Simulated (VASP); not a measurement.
Wanted: the native input for a VASP 6.6.1 run.

| Item | Value |
| --- | --- |
| Task | single point |
| Functional | PBEsol |
| Potentials or basis | VASP PAW PBE potentials, release 64 (Tc_pv) |
| Cutoff | 520 eV |
| k mesh | 14 × 14 × 14 |
| Occupations | fermi-dirac, width 0.05 eV |
| Spin | no spin polarisation |
| Dipole correction | no |
| Further INCAR settings | ALGO = Normal; EDIFF = 1e-06; NBANDS = 12 |

The structure of Tc lies in POSCAR:

```
Tc
1.0
    0.0000000000      1.9756608374      1.9756608374
    1.9756608374      0.0000000000      1.9756608374
    1.9756608374      1.9756608374      0.0000000000
Tc
1
Direct
    0.0000000000      0.0000000000      0.0000000000
```

This isn't the form of Tc at room conditions, which is hcp.

The cell isn't the ideal one: functional pbesol, volume scaled by 1.04.

One way to write it, as run:

INCAR

```
PREC = Accurate
ENCUT = 520
EDIFF = 1E-6
ISMEAR = -1
SIGMA = 0.05
LREAL = F
LASPH = T
NELM = 100
ALGO = Normal
ISIF = 2
LWAVE = F
LCHARG = F
GGA = PS
NBANDS = 12
```

KPOINTS

```
Automatic mesh
0
Gamma
  14 14 14
```

Potentials or basis: VASP PAW PBE potentials, release 64 (Tc_pv).

The run is started by

```console
$ cat potpaw_PBE.64/Tc_pv/POTCAR > POTCAR
$ mpirun -np 1 vasp_std > vasp.out
```

Results of the run:

| Quantity | Value |
| --- | --- |
| Pressure | -24.9 GPa |
| Band gap on the k mesh | none (metal or under the smearing width) |

Caveat: so large a pressure means that the cell lies far from this level's equilibrium, or that cutoff or potentials fall short; the potentials were made for another functional, which shifts forces and pressure.

It took 9.1 s on 1 thread of Intel(R) Xeon(R) Platinum 8488C (Sapphire Rapids), on a shared host, peak memory 0.15 GiB.
